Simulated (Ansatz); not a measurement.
# LiF: the cost of one run

Computed with Ansatz 0.2.0 (DFT PBE, scalar-relativistic, plane waves, PAW, unless a step names another level, unless a step's input says otherwise).

1 further run of the same task is left out (set aside as unsound or not needed).

### Step 1. Starting point

It takes space group I4/mcm (No. 140, tetragonal). The conventional cell has a = 6.617 Å, b = 6.617 Å, c = 4.037 Å, α = 90.00°, β = 90.00°, γ = 90.00°. Around Li (site symmetry m2m) lie 5 F at 1.90 to 2.02 Å. F (site symmetry m2m) has 5 Li at 1.90 to 2.02 Å as nearest neighbours.

As a file:

```xyz
8
Lattice="-3.3085 3.3085 2.0183 3.3085 -3.3085 2.0183 3.3085 3.3085 -2.0183" Properties=species:S:1:pos:R:3 pbc="T T T"
Li    0.9685    2.3400    2.0183
Li    0.9685    4.2770    0.0000
Li    2.3400   -0.9685    2.0183
Li    2.3400    0.9685    0.0000
F     0.9943    2.3143    0.0000
F     2.3143    0.9943    2.0183
F     4.3028    0.9943    0.0000
F    -0.9943    2.3143    2.0183
```

The cell was relaxed beforehand at this level, from a generated guess; it needn't be the stable form of this composition. At a tolerance of 0.02 Å it has space group I4/mcm (No. 140); it has 11.05 Å³/atom, an uncorrected energy of -2.92 eV/atom over the elements and, on its mesh, gap 6.91 eV.

### Step 2. Strained cells: the elastic tensor

Contents of input.yaml:

```yaml
crystal:
  lattice:
    - [-3.3101717482, 3.3101717482, 2.0167678944]
    - [3.3101717482, -3.3101717482, 2.0167678944]
    - [3.3101717482, 3.3101717482, -2.0167678944]
  atoms:
    - { symbol: Li, position: [0.8535930571, 0.6464069429, 0.5] }
    - { symbol: Li, position: [0.6464069429, 0.1464069429, 0.7928138859] }
    - { symbol: Li, position: [0.3535930571, 0.8535930571, 0.2071861141] }
    - { symbol: Li, position: [0.1464069429, 0.3535930571, 0.5] }
    - { symbol: F, position: [0.3497460845, 0.1502539155, 0.5] }
    - { symbol: F, position: [0.6502539155, 0.8497460845, 0.5] }
    - { symbol: F, position: [0.1502539155, 0.6502539155, 0.800507831] }
    - { symbol: F, position: [0.8497460845, 0.3497460845, 0.199492169] }
basis:
  ecutwfc: 420
kpoints:
  mp_grid: { grid: [8, 8, 8] }
hamiltonian:
  xc: pbe
scf:
  occupations: { method: fixed }
output:
  forces: true
  stress: true
  eigenvalues: true
elastic:
  mode: relaxed_ion
  stencil: two_point
```

Run with:

```bash
ansatz run input.yaml --threads 1 --pin off --max-ram 2560MiB --backend cpu --events-out ev --progress --plain --runs-dir out
```

What time and memory should one allow on 1 thread of Arm Neoverse V1, shared host?

About 7.1 min, with a peak of 0.56 GiB.
